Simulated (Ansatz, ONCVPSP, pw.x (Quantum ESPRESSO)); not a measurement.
**From atom to crystal: ONCV potential for germanium (Ge)**

- Element: germanium
- Generator: ONCVPSP 4.0.1.1 (patched build)
- Type: optimised norm-conserving Vanderbilt (ONCV)
- Functional: PBE
- Relativity: scalar-relativistic
- Frozen core: [Ar] 3d10
- Valence charge: 4
- Reference configuration: 4s2 4p2
- Partial waves: 4s: rc 1.90 bohr, ncon 4, nbas 8, qcut 3.5 1/bohr, 1 projector; 4p: rc 2.10 bohr, ncon 4, nbas 7, qcut 3.4 1/bohr, 2 projectors, debl 2.8 Ha; d scattering state at 0.14 Ha: rc 1.80 bohr, ncon 4, nbas 7, qcut 5.2 1/bohr, 1 projector
- Local potential: polynomial inside 1.30 bohr (lpopt 5, dvloc0 0 Ha)
- Core correction: polynomial model core, fcfact 0.45

Crystal test: fcc Ge in pw.x 7.5, no spin, 13³ k-points, Fermi–Dirac smearing 0.01 Ry, cutoffs 105/420 Ry. The reference is all-electron LAPW (Ansatz 0.2.0) with the same functional, mesh and smearing; V0 and B0 come from Birch–Murnaghan fits to the pressures at five volumes. Errors are pseudo minus all-electron; Δ is the rms difference of the E(V) curves that follow from these fits, minima aligned, over ±6 % about the mean V0. Mesh and smearing are coarse, so the numbers serve the comparison and aren't converged zero-temperature values; the lattice is a test structure that the element need not adopt.

All-electron: a0 = 4.278 Å (V0 = 19.58 Å³/atom), B0 = 60.8 GPa.

Question: How far does the potential miss the all-electron equation of state?

Answer: mean pressure error (GPa): -1.55; a0 (Å): 4.242; a0 error (%): -0.86; B0 error (%): +3.3; Δ (meV/atom): 6.8. This is a poor potential for the solid. The generator flags a localised state at positive energy (s at 1 eV).

```csv
V (Å³/atom),P all-electron (GPa),P pseudo (GPa)
18.596,3.50,1.70
19.086,1.64,-0.03
19.575,0.01,-1.53
20.064,-1.41,-2.84
20.554,-2.66,-3.99
```

Question: At the middle volume, how do free energy and pressure move when the wave cutoff is lowered (ecutrho kept at four times it)?

Answer:

| cutoff (Ry) | shift of F (meV/atom) | shift of P (GPa) |
| --- | --- | --- |
| 47 | +53.7 | +0.01 |
| 63 | +30.9 | +0.32 |
| 84 | +15.9 | -0.24 |

The run at the middle volume (84 k-points, 9 iterations) took about 26 s on one core of a shared host (Intel(R) Xeon(R) 6975P-C, 64 threads, 496 GiB, load 60).
